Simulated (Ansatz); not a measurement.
MgS (wurtzite): a one-shot G0W0 calculation in the PAW code Ansatz (G0W0@PBE with 626 empty bands, a screening cutoff of 210 eV and a 6×6×2 mesh). The cell was relaxed beforehand with r2SCAN.

```yaml
crystal:
  lattice:
    - [4.0286256259, 0.0, 0.0]
    - [-2.014312813, 3.4888921344, 0.0]
    - [0.0, 0.0, 6.4543928125]
  atoms:
    - { symbol: Mg, position: [0.3333333333, 0.6666666667, -0.0028727181] }
    - { symbol: Mg, position: [0.6666666667, 0.3333333333, 0.4971272819] }
    - { symbol: S, position: [0.3333333333, 0.6666666667, 0.3778727181] }
    - { symbol: S, position: [0.6666666667, 0.3333333333, 0.8778727181] }
kpoints:
  mp_grid: { grid: [6, 6, 2] }
hamiltonian:
  xc: pbe
scf:
  occupations: { method: fixed }
gw:
  n_empty_bands: 626
  ecut_chi: 210
  qp_bands: [v2, c2]
  qp_kpoints: band_edges
  screening: { model: contour_deformation }
```

The output follows, shortened, with numbered blanks.
```
Pseudopotential: Mg, paw, valence charge 10, recommended cutoff 420 eV (normal)
Pseudopotential: S, paw, valence charge 6, recommended cutoff 420 eV (normal)
Functional definition: PBE
Crystal: 4 atoms, lattice volume = 90.719 Å³
[1]
Bands: 20, of which v1, the nominal top of the filled ones, is band 16 counted from 1 (15 counted from 0)
Symmetry: 12 space group operations
Space group: P63mc (ITA 186)
[2]
SCF converged after 6 iterations
Free energy (F): -5657.470214 eV
Fermi energy:    3.229226 eV
--- G₀W₀: contour deformation, 6 samples at zero and on the imaginary axis and 1 off it, 72 q-points, 626 empty bands' worth ---
    ik  band        ε_KS         Σx   Σc(E_QP)       V_xc       Z   E_QP_lin       E_QP  E_QP is
     0    15      3.1168   -18.0836     1.8646   -14.9052  0.7694     1.7796     1.8030  root
     0    16  [3]
     0    17      6.7020    -6.4989    -3.5876   -10.3974  0.8150     7.0138     7.0129  root
     0    18  [4]
     1    15      2.9058   -18.0305     1.9562   -14.7383  0.7678     1.5445     1.5698  root
     1    16      2.9058   -18.0305     1.9562   -14.7383  0.7678     1.5445     1.5698  root
     1    17      8.1806    -6.4721    -3.7881   -10.6914  0.8082     8.6138     8.6119  root
     1    18      8.1806    -6.4721    -3.7881   -10.6914  0.8082     8.6138     8.6119  root
     2    15      3.0506   -18.1029     1.9000   -14.8816  0.7687     1.7053     1.7293  root
     2    16  [5]
     2    17      7.6395    -7.0610    -3.6993   -11.1103  0.8069     7.9907     7.9895  root
     2    18      8.7149    -5.9315    -3.8624   -10.3300  0.8078     9.2542     9.2510  root
     3    15      2.7612   -17.9207     2.0030   -14.5706  0.7669     1.3877     1.4141  root
     3    16      2.7612   -17.9207     2.0030   -14.5706  0.7669     1.3877     1.4141  root
     3    17      8.7851    -6.2782    -3.8726   -10.5720  0.8036     9.2084     9.2064  root
     3    18      8.7851    -6.2782    -3.8726   -10.5720  0.8036     9.2084     9.2064  root
     4    15  [6]
     4    16      2.8847   -18.0592     1.9737   -14.7475  0.7673     1.5211     1.5467  root
     4    17      8.2979    -4.9339    -3.6665    -9.0226  0.8137     8.7221     8.7202  root
     4    18      8.7102    -5.7079    -3.8777   -10.0689  0.8072     9.1960     9.1934  root
     5    15      2.5023   -17.7718     2.0938   -14.3095  0.7650     1.1054     1.1338  root
     5    16      2.5023   -17.7718     2.0938   -14.3095  0.7650     1.1054     1.1338  root
     5    17      8.2519    -4.9362    -3.6742    -8.9992  0.8128     8.6423     8.6407  root
     5    18  [7]
     6    15      2.3189   -17.2488     2.1149   -13.7681  0.7644     0.9237     0.9530  root
     6    16      2.7989   -18.0318     2.0093   -14.6762  0.7666     1.4263     1.4526  root
     6    17      8.0039    -4.5709    -3.5910    -8.5840  0.8175     8.4279     8.4261  root
     6    18  [8]
     7    15  [9]
     7    16      2.4415   -17.6775     2.1346   -14.1700  0.7638     1.0393     1.0686  root
     7    17      7.9006    -4.8051    -3.6009    -8.7779  0.8154     8.2739     8.2724  root
     7    18      7.9006    -4.8051    -3.6009    -8.7779  0.8154     8.2739     8.2724  root
     8    15  [10]
     8    16      2.8757   -17.9327     1.9939   -14.5994  0.7667     1.5102     1.5363  root
     8    17      8.7608    -6.9547    -3.9480   -11.3247  0.7991     9.1849     9.1827  root
     8    18      9.4488    -4.8012    -3.9047    -9.1621  0.8041     9.9076     9.9050  root
  […]
```

The points are ik 0 = (0, 0, 0) (Γ), ik 1 = (0, 0, -1/2), ik 2 = (0, 1/6, 0), ik 3 = (0, 1/6, -1/2), ik 4 = (0, 1/3, 0), ik 5 = (0, 1/3, -1/2), ik 6 = (0, -1/2, 0), ik 7 = (0, -1/2, -1/2), ik 8 = (1/6, 1/6, 0), ik 11 = (1/6, 1/3, -1/2), ik 12 = (1/3, 1/3, 0), ik 13 = (1/3, 1/3, -1/2); band 16 is the last filled one.

Question: Fill in the blanks. They hold quasiparticle rows, the count of irreducible k points, cutoff and plane waves at Γ.

Answer:
```
[1]
Basis set: ecut = 420 eV, 1785 PW (Γ)
[2]
k-points: 14 of 72
[3]
     0    16      3.2292   -18.2028     1.9040   -14.9815  0.7683     1.8880     1.9119  root
[4]
     0    18      7.9693    -5.7447    -3.7351    -9.9773  0.8138     8.4693     8.4668  root
[5]
     2    16      3.1194   -18.1316     1.9317   -14.8757  0.7678     1.7706     1.7952  root
[6]
     4    15      2.7378   -17.7665     2.0231   -14.3976  0.7662     1.3651     1.3920  root
[7]
     5    18      8.2519    -4.9362    -3.6742    -8.9992  0.8128     8.6423     8.6407  root
[8]
     6    18      8.4487    -4.7744    -3.6803    -8.8282  0.8107     8.8237     8.8222  root
[9]
     7    15      2.4415   -17.6775     2.1346   -14.1700  0.7638     1.0393     1.0686  root
[10]
     8    15      2.7190   -17.8128     2.0108   -14.4532  0.7667     1.3435     1.3702  root
```
Only the leading digits can be foreseen; the rest is this run's record.

Over the mesh points the PBE gap of 3.47 eV becomes a quasiparticle gap of 5.10 eV (direct at Γ), a change of +1.63 eV. Renormalisation factors Z lie between 0.76 and 0.82. G0W0 here is at a finite number of bands, screening cutoff and k mesh, not at the basis limit.

Run as `ansatz run input.yaml --threads 2 --pin off --max-ram 3686MiB --backend cpu --events-out ev --progress --plain --runs-dir out`. It took 26 min on 2 threads of Arm Neoverse V1, with other jobs on the host, load about 0.7 per core; peak host memory 1.5 GiB.

Simulation only: spin-unpolarised, and no claim that this is the phase found in nature.
